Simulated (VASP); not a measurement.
**MgSi32 (a cell with a defect): single point with PBE**

Crystal: MgSi32 (a cell with a defect).

```
Si Mg
1.0
     0.00000   -6.67061    6.36502
     0.00000    6.67061    6.36502
    -7.70256    0.00000   -6.36502
Si Mg
32 1
Direct
  0.48899 0.32203 0.75024
  0.73875 0.57179 0.24976
  0.11229 0.44743 0.49919
  0.61311 0.94824 0.50082
  0.99021 0.82354 0.74923
  0.86598 0.19884 0.00000
  0.36216 0.69418 0.00000
  0.24098 0.07431 0.25077
  0.70556 0.37162 0.50741
  0.94651 0.62528 0.00000
  0.32276 0.50346 0.26997
  0.82827 0.99083 0.24963
  0.19814 0.86421 0.49259
  0.05280 0.23349 0.73003
  0.57864 0.74120 0.75037
  0.45879 0.09717 0.00000
  0.67575 0.51036 0.75099
  0.92476 0.75937 0.24901
  0.30218 0.64375 0.51535
  0.78683 0.12840 0.48465
  0.17362 0.99967 0.73871
  0.04223 0.39380 0.00000
  0.55869 0.87009 0.00000
  0.43491 0.26096 0.26129
  0.88661 0.55439 0.50054
  0.13782 0.80636 0.00000
  0.51077 0.67829 0.25293
  0.01283 0.17928 0.24951
  0.38606 0.05385 0.49946
  0.25784 0.42536 0.74707
  0.76331 0.92976 0.75049
  0.63656 0.30015 0.00000
  0.31478 0.31467 0.00000
```

| Property | Result |
| --- | --- |
| Program | VASP 6.6.1 |
| Task | single point |
| Functional | PBE |
| Potentials or basis | VASP PAW PBE potentials, release 64 (Si, Mg) |
| Cutoff | 520 eV |
| k mesh | 2 × 2 × 2, shifted |
| Occupations | gaussian, width 0.02 eV |
| Spin | no spin polarisation |

* Largest force: 1.367 eV/Å
* Band gap on the k mesh: 0.66 eV, indirect (least direct gap 0.79 eV)

Forces on the atoms (eV/Å):
```
Si   0.004 -0.005 -0.014
Si  -0.004 -0.005 -0.014
Si   0.016  0.017 -0.026
Si  -0.016  0.017 -0.026
Si  -0.009 -0.003 -0.035
Si   0.000 -0.028 -0.033
Si   0.000  0.005 -0.026
Si   0.009 -0.003 -0.035
Si   0.085  0.057 -0.058
Si   0.000 -0.092 -0.061
Si   0.016 -0.006 -0.127
Si   0.000 -0.016 -0.026
Si  -0.085  0.057 -0.058
Si  -0.016 -0.006 -0.127
Si   0.000 -0.016 -0.026
Si   0.000  0.020 -0.119
Si  -0.005 -0.022 -0.008
Si   0.005 -0.022 -0.008
Si  -0.020  0.025 -0.024
Si   0.020  0.025 -0.024
Si  -0.136  0.082 -0.049
Si   0.000 -0.144 -0.043
Si   0.000 -0.022 -0.022
Si   0.136  0.082 -0.049
Si  -0.006  0.012 -0.044
Si   0.000 -0.002 -0.049
Si  -0.019  0.009 -0.044
Si  -0.001 -0.005 -0.033
Si   0.006  0.012 -0.044
Si   0.019  0.009 -0.044
Si   0.001 -0.005 -0.033
Si   0.000 -0.022 -0.037
Mg   0.000 -0.008  1.367
```

Levels at points of the mesh, in eV from the valence-band top:
```csv
k point,band 62,band 63,band 64,band 65,band 66,band 67
"(0.25, 0.25, 0.25)",-1.02,-0.90,-0.84,0.66,0.89,1.06
```

Wall time 6.8 min on 1 thread of Intel(R) Xeon(R) 6975P-C (Granite Rapids) (shared host), peak memory 0.73 GiB.

Caveat: the cell carries a net charge on a neutralising background, which shifts energy and pressure; the cell is charged against a uniform background, so pressure and absolute levels hang on convention. A hybrid or GW would open this gap; PBE tends to underestimate it.
